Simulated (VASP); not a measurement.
All values below come from PBE GGA, VASP's PBE PAW potentials (set 64) (plane waves; VASP).

The input files of a VASP run:

### INCAR
```
PREC=Accurate
ISIF=2   ! forces and stress, cell fixed
NELM=100   ! most electronic steps
LORBIT=11
LEFG=T
ALGO=Normal
EDIFF=1E-7   ! SCF stop (eV)
LREAL=F   ! projection in real space or not
ENCUT=520
LASPH=T   ! aspherical one-centre terms
LWAVE=F
ISMEAR=-5   ! tetrahedra, Bloechl
SYSTEM=MgF2
GGA=PE   ! PBE
LCHARG=T
NEDOS=601   ! DOS grid
```

File POSCAR:
```
MgF2
1.0
  4.6799509343   0.0000000000   0.0000000000
  0.0000000000   4.6799509343   0.0000000000
  0.0000000000   0.0000000000   3.0870154883
Mg F
2 4
Cartesian
  4.6799509343   0.0000000000   3.0870154883
  2.3399754671   2.3399754671   1.5435077442
  1.4186037281   1.4186037281   3.0870154883
  3.7585791952   0.9213717391   1.5435077442
  0.9213717391   3.7585791952   1.5435077442
  3.2613472062   3.2613472062   0.0000000000
```

KPOINTS:
```
kpoints
0
Gamma
 5 5 8
0 0 0
```

POTCAR, in this order: Mg F (PBE.64 set). Program: vasp_std.

What VASP printed:

**OSZICAR**
```
       N       E                     dE             d eps       ncg     rms          rms(c)
DAV:   1     0.209457291389E+03    0.20946E+03   -0.18300E+04  1240   0.150E+03
DAV:   2    -0.235600011181E+02   -0.23302E+03   -0.22848E+03  1564   0.337E+02
DAV:   3    -0.340742669680E+02   -0.10514E+02   -0.10491E+02  1408   0.755E+01
DAV:   4    -0.341434860391E+02   -0.69219E-01   -0.69202E-01  1380   0.707E+00
DAV:   5    -0.341439145355E+02   -0.42850E-03   -0.42846E-03  1372   0.565E-01    0.100E+01
DAV:   6    -0.314940788899E+02    0.26498E+01   -0.11347E+01  1388   0.256E+01    0.305E+00
DAV:   7    -0.315127459211E+02   -0.18667E-01   -0.11389E-01  1292   0.254E+00    0.190E+00
DAV:   8    -0.315415984024E+02   -0.28852E-01   -0.56247E-02  1364   0.276E+00    0.168E-01
DAV:   9    -0.315426647379E+02   -0.10663E-02   -0.32593E-03  1404   0.426E-01    0.744E-02
DAV:  10    -0.315428936515E+02   -0.22891E-03   -0.24616E-04  1360   0.136E-01    0.134E-02
DAV:  11    -0.315428950803E+02   -0.14288E-05   -0.28502E-05  1400   0.439E-02    0.796E-03
DAV:  12    -0.315428951757E+02   -0.95432E-07   -0.10103E-05  1352   0.257E-02    0.258E-03
DAV:  13    -0.315428950967E+02    0.79060E-07   -0.71021E-07  1364   0.687E-03
   1 F= -.31542895E+02 E0= -.31542895E+02  d E =0.000000E+00
```

OUTCAR:
```
------------------------ aborting loop because EDIFF is reached ----------------------------------------
  FORCE on cell =-STRESS in cart. coord.  units (eV):
  Direction    XX          YY          ZZ          XY          YZ          ZX
  --------------------------------------------------------------------------------------
  Total        0.0509368      0.0509368     -0.0447519     -0.0000000      0.0000000      0.0000000
  in kB        1.2070375      1.2070375     -1.0604757     -0.0000000      0.0000000      0.0000000
  external PRESSURE =       0.4511998 kB  Pullay stress =       0.0000000 kB
  volume of cell :       67.61
      direct lattice vectors                 reciprocal lattice vectors
     4.679950934  0.000000000  0.000000000     0.213677454  0.000000000  0.000000000
     0.000000000  4.679950934  0.000000000     0.000000000  0.213677454  0.000000000
     0.000000000  0.000000000  3.087015488     0.000000000  0.000000000  0.323937474
 POSITION                                       TOTAL-FORCE (eV/Angst)
 -----------------------------------------------------------------------------------
      0.00000      0.00000      0.00000        -0.000000      0.000000      0.000000
      2.33998      2.33998      1.54351        -0.000000      0.000000      0.000000
      1.41860      1.41860      0.00000         0.013595      0.013595      0.000000
      3.75858      0.92137      1.54351         0.013595     -0.013595      0.000000
      0.92137      3.75858      1.54351        -0.013595      0.013595      0.000000
      3.26135      3.26135      0.00000        -0.013595     -0.013595      0.000000
 -----------------------------------------------------------------------------------
    total drift:                                0.000000      0.000000      0.000000
  FREE ENERGIE OF THE ION-ELECTRON SYSTEM (eV)
  ---------------------------------------------------
  free  energy   TOTEN  =       -31.5428950967 eV

  energy  without entropy=      -31.5428950967  energy(sigma->0) =      -31.54289510

 total charge

# of ion       s       p       d       tot
------------------------------------------
    1        0.119   0.148   0.071   0.338
    2        0.119   0.148   0.071   0.338
    3        1.730   4.423   0.000   6.153
    4        1.730   4.423   0.000   6.153
    5        1.730   4.423   0.000   6.153
    6        1.730   4.423   0.000   6.153
--------------------------------------------------
tot          7.161  17.986   0.142  25.288
```
(Selected blocks of OUTCAR.)

**OUTCAR**
```
 val. band max:       -1.4182904296   @ k =   0.0000   0.0000   0.0000

 cond. band min:       5.4352955993   @ k =   0.0000   0.0000   0.0000


 Fermi energy:        -1.4107850037

 k-point     1 :       0.0000    0.0000    0.0000
  band No.  band energies     occupation
      1     -22.0388      2.00000
      2     -21.2998      2.00000
      3     -21.2998      2.00000
      4     -21.2151      2.00000
      5      -5.3637      2.00000
      6      -3.7777      2.00000
      7      -3.4368      2.00000
      8      -3.4368      2.00000
      9      -3.2589      2.00000
     10      -3.2266      2.00000
     11      -2.6008      2.00000
     12      -2.6008      2.00000
     13      -2.1382      2.00000
     14      -1.7338      2.00000
     15      -1.7338      2.00000
     16      -1.4183      2.00000
     17       5.4353      0.00000
     18      10.5926      0.00000
     19      10.5926      0.00000
     20      12.0651      0.00000

 k-point     2 :       0.2000    0.0000    0.0000
  band No.  band energies     occupation
      1     -21.9793      2.00000
      2     -21.4072      2.00000
      3     -21.2831      2.00000
      4     -21.1897      2.00000
      5      -5.2225      2.00000
      6      -3.8600      2.00000
      7      -3.7281      2.00000
      8      -3.2331      2.00000
      9      -3.2008      2.00000
     10      -2.9119      2.00000
     11      -2.6693      2.00000
     12      -2.5571      2.00000
     13      -2.1823      2.00000
     14      -2.0575      2.00000
     15      -1.7599      2.00000
     16      -1.5100      2.00000
     17       5.9175      0.00000
     18       9.8816      0.00000
     19      10.8430      0.00000
     20      12.1986      0.00000

 k-point     3 :       0.4000    0.0000    0.0000
  band No.  band energies     occupation
      1     -21.8199      2.00000
      2     -21.6077      2.00000
      3     -21.2424      2.00000
      4     -21.2012      2.00000
      5      -4.8614      2.00000
...
```

The compound is MgF2 in the rutile structure. It was relaxed first.
